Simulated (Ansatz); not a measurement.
**C: frozen normal mode**

Level of theory: Ansatz, DFT PBE, scalar-relativistic, plane waves, PAW. Settings: plane waves to 420 eV, k-mesh 12×12×10 (Γ-centred), Gaussian smearing 0.05 eV. No spin polarisation. Energies are free energies at this smearing, counted from the undisturbed cell; pressure is positive in compression.

Zero of the scan (as given, not relaxed at this level; it stands at 1.8 GPa):

```yaml
crystal:
  lattice:
    - [0.00000, -1.78340, -1.78340]
    - [-1.78340, 0.00000, -1.78340]
    - [1.78340, 1.78340, -3.56680]
  atoms:
    - { symbol: C, position: [0.75000, 0.75000, 0.75000] }
    - { symbol: C, position: [0.25000, 0.25000, 0.25000] }
    - { symbol: C, position: [0.37500, 0.37500, 0.87500] }
    - { symbol: C, position: [0.87500, 0.87500, 0.37500] }
```

A zone-centre mode of this cell is frozen in: each atom moves by x times its row below, so x is the largest displacement.
```
atom ux uy uz
  C1  -0.577  -0.577  -0.577
  C2  -0.577  -0.577  -0.577
  C3   0.577   0.577   0.577
  C4   0.577   0.577   0.577
```

```tsv
x (Å)	ΔE (meV/cell)	force along the mode (eV/Å)	pressure (GPa)	gap on the mesh (eV)
-0.2000	8817.4	102.77	104.9	0.00
-0.1500	4570.4	68.92	51.8	0.00
-0.1000	1848.3	40.66	20.9	1.30
-0.0500	416.2	?	5.9	?
0.0000	0.0	0.00	1.8	4.17
0.0500	?	-11.99	4.7	?
0.1000	?	?	11.5	0.56
0.1500	2000.8	-17.72	19.7	0.48
0.1750	2433.4	-16.71	23.7	0.15
0.2000	2836.1	-15.49	27.4	0.06
```

Where the gap reads zero the k-mesh, chosen for the insulator, is on the coarse side.

Task: Give the withheld values.

Result: force along the mode (eV/Å) at x (Å) = -0.0500: 17.56; gap on the mesh (eV) at x (Å) = -0.0500: 3.06; ΔE (meV/cell) at x (Å) = 0.0500: 323.7; gap on the mesh (eV) at x (Å) = 0.0500: 2.21; ΔE (meV/cell) at x (Å) = 0.1000: 1097.4; force along the mode (eV/Å) at x (Å) = 0.1000: -17.82.

Cost: 10 runs of about 0.7 core-minutes in all, on Intel Xeon Platinum 8488C (Sapphire Rapids) (shared hosts).